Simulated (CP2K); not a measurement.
Runs of CP2K 2026.2 on SnO2 (Cassiterite). It takes space group P4_2/mnm (No. 136, tetragonal). The conventional cell has a = 4.738 Å, b = 4.738 Å, c = 3.187 Å, α = 90.00°, β = 90.00°, γ = 90.00°. Around Sn (site symmetry mmm) lie 6 O at 2.05 to 2.06 Å. O (site symmetry m2m) has 3 Sn at 2.05 to 2.06 Å as nearest neighbours. 

```tsv
task	level	potentials or basis	cell	k mesh	smearing	EPS_DEFAULT	NGRIDS	EXTRAPOLATION	optimiser	most steps	gap on the mesh (eV)	pressure (GPa)	relaxed volume (Å³/atom)	largest force (eV/Å)
relaxation of cell and atoms	LDA	GTH_POTENTIALS Sn GTH-PADE-q4, O GTH-PADE-q6; TZVP-MOLOPT-PBE-GTH basis	relaxed	6 × 6 × 8	fermi-dirac 0.05 eV	1.0E-10	5	USE_PREV_P	BFGS	40	1.07	0.0	11.72	-
single point	PBE	POTENTIAL_UZH Sn GTH-PBE-q4, O GTH-PBE-q6; TZVP-MOLOPT-PBE-GTH basis	as given	6 × 6 × 8	gaussian 0.014 eV	1.0E-10	5	-	-	-	1.09	14.2	-	0.30
band structure	r2SCAN	POTENTIAL_UZH Sn GTH-SCAN-q4, O GTH-SCAN-q6; TZVP-MOLOPT-SCAN-GTH basis	as given	6 × 6 × 8	fermi-dirac 0.01 eV	1.0E-9	5	-	-	-	1.77	(b)	-	0.08
relaxation of cell and atoms	PBEsol	POTENTIAL_UZH Sn GTH-PBE-q4, O GTH-PBE-q6; TZVP-MOLOPT-PBE-GTH basis	relaxed	5 × 5 × 6	fermi-dirac 0.05 eV	1.0E-9	4	USE_PREV_P	LBFGS	40	0.30	0.0	(c)	-
band structure	LDA	GTH_POTENTIALS Sn GTH-PADE-q4, O GTH-PADE-q6; TZVP-MOLOPT-PBE-GTH basis	as given	6 × 6 × 8	fermi-dirac 0.01 eV	1.0E-9	5	-	-	-	0.92	-2.8	-	0.04
single point	PBE	POTENTIAL_UZH Sn GTH-PBE-q4, O GTH-PBE-q6; TZVP-MOLOPT-PBE-GTH basis	as given	6 × 6 × 8	gaussian 0.012 eV	1.0E-10	4	-	-	-	1.09	14.2	-	0.30
band structure	PBEsol	POTENTIAL_UZH Sn GTH-PBE-q4, O GTH-PBE-q6; TZVP-MOLOPT-PBE-GTH basis	as given	6 × 6 × 8	fermi-dirac 0.05 eV	1.0E-10	5	-	-	-	1.02	(a)	-	0.29
single point	PBE	GTH_POTENTIALS Sn GTH-PBE-q4, O GTH-PBE-q6; DZVP-MOLOPT-SR-GTH basis	as given	5 × 5 × 6	fermi-dirac 0.05 eV	1.0E-9	4	-	-	-	1.08	14.3	-	0.29
```

Alike in all rows: no spin polarisation.

Task: Fill in the values left out.

Result: (a) 12.8; (b) -15.1; (c) 12.69.

Caveats: spin-orbit coupling is left out, which moves the levels of the heavy elements; the basis of atomic orbitals isn't converged, which shifts pressures, moduli and gaps; the potentials were made for another functional, which shifts forces and pressure (some runs); an odd mesh through Γ misses points on the zone boundary, where band edges often lie (some runs); so large a pressure means that the cell lies far from this level's equilibrium, or that cutoff or potentials fall short (some runs); the printed path begins after the first move (some runs).

A k mesh can miss the band edges, and the runs leave out spin-orbit coupling on Sn.

Not every run made on this cell is shown here.
